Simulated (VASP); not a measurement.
A run of VASP 6.6.1 is set up as follows.

The input INCAR:

```
ALGO = Fast
DIPOL = 0.5 0.5 0.500
EDIFF = 1E-6
ENCUT = 520
GGA = PE
IDIPOL = 3
ISIF = 2
ISMEAR = 0
IVDW = 12
LASPH = True
LCHARG = False
LDIPOL = True
LREAL = False
LWAVE = False
NBANDS = 16
NELM = 100
PREC = Accurate
SIGMA = 0.1
```

KPOINTS

```
k-points
0
Gamma
  21 21 1
```

The input POSCAR:

```
C
1.0
    2.4649740435      0.0000000000      0.0000000000
   -1.2324870217      2.1347301413      0.0000000000
    0.0000000000      0.0000000000     32.7441729557
C
4
Direct
    0.0000000000      0.0000000000      0.4485086021
    0.6666666667      0.3333333333      0.4485086021
    0.0000000000      0.0000000000      0.5514913979
    0.3333333333      0.6666666667      0.5514913979
```

Potentials or basis: VASP PAW PBE potentials, release 64 (C).

Command:

```console
$ cat potpaw_PBE.64/C/POTCAR > POTCAR
$ mpirun -np 1 vasp_std > vasp.out
```

(1) What does it give for the largest force?

(2) Estimate the band gap on the k mesh.

(3) Predict the dispersion energy per atom.

Answers

(1) 0.013 eV/Å.

(2) none (metal or under the smearing width).

(3) -0.119 eV.
